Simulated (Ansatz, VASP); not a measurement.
**PtSe2 in VASP and in Ansatz**

The input POSCAR:

```
PtSe2
1.0
    3.7173065480      0.0000000000      0.0000000000
   -1.8586532740      3.2192819042      0.0000000000
    0.0000000000      0.0000000000      5.8200740200
Pt Se
1 2
Direct
    0.0000000000      0.0000000000      0.0000000000
    0.6666666700      0.3333333300      0.7746118400
    0.3333333300      0.6666666700      0.2253881600
```

Contents of INCAR.step1:

```
SYSTEM = PtSe2
PREC = Accurate ; ENCUT = 600
ISMEAR = 0 ; SIGMA = 0.02
LREAL = .FALSE. ; LASPH = .TRUE.
NELM = 100 ; GGA = PE
ALGO = Normal ; EDIFF = 1E-4
LWAVE = .TRUE. ; LCHARG = .FALSE.
```

The input INCAR.step2:

```
SYSTEM = PtSe2
PREC = Accurate ; ENCUT = 600
EDIFF = 1E-7 ; ISMEAR = 0
SIGMA = 0.02 ; LREAL = .FALSE.
LASPH = .TRUE. ; NELM = 100
ALGO = Normal ; ISIF = 3
LWAVE = .FALSE. ; LCHARG = .FALSE.
METAGGA = R2SCAN ; LMIXTAU = .TRUE.
IBRION = 2 ; NSW = 100
EDIFFG = -0.01 ; ISTART = 1
```

The input KPOINTS:

```
Automatic mesh
0
G
  9 9 6
  0 0 0
```

Input for Ansatz:

```yaml
crystal:
  lattice:
    - [3.717306548, 0.0, 0.0]
    - [-1.858653274, 3.2192819042, 0.0]
    - [0.0, 0.0, 5.82007402]
  atoms:
    - { symbol: Pt, position: [0.0, 0.0, 0.0] }
    - { symbol: Se, position: [0.66666667, 0.33333333, 0.77461184] }
    - { symbol: Se, position: [0.33333333, 0.66666667, 0.22538816] }
basis:
  ecutwfc: 500
kpoints:
  mp_grid: { grid: [9, 9, 6] }
hamiltonian:
  xc: r2scan
scf:
  occupations: { method: gaussian, width: 0.02 }
output:
  forces: true
  stress: true
  eigenvalues: true
relax:
  adjacent_minimum: "off"
  f_tol: 0.01
  max_steps: 80
  cell: { stress_tol: 0.05 }
```

Alike in both runs: task relaxation of cell and atoms; functional r2SCAN; k mesh 9 × 9 × 6; occupations gaussian, width 0.02 eV; no spin polarisation.

|  | VASP | Ansatz |
| --- | --- | --- |
| version | VASP 6.6.1 | Ansatz 0.2.0 |
| potentials or method | VASP PAW PBE potentials, release 64 (Pt, Se) | scalar-relativistic, plane waves, PAW |
| plane-wave cutoff (eV) | 600 | 500 |
| valence electrons in the cell | 22 | 50 |

```tsv
	VASP	Ansatz	Ansatz less VASP
gap on the k mesh at the Fermi level, each at its own relaxed structure (eV)	0.71	0.72	+0.013
relaxed volume (Å³/atom)	23.23	23.22	-0.010
relaxed cell length with the largest relative difference (Å)	3.718	3.717	-0.0007
```

The two sets of potentials don't hold the same shells in valence.

Caveats: the PAW data sets were made with another functional, which shifts forces and pressure a little (VASP); spin-orbit coupling is left out, which moves the levels of the heavy elements; an odd mesh through Γ misses points on the zone boundary, where band edges often lie. r2SCAN opens gaps a little over a GGA but as a rule still falls short of measured ones.
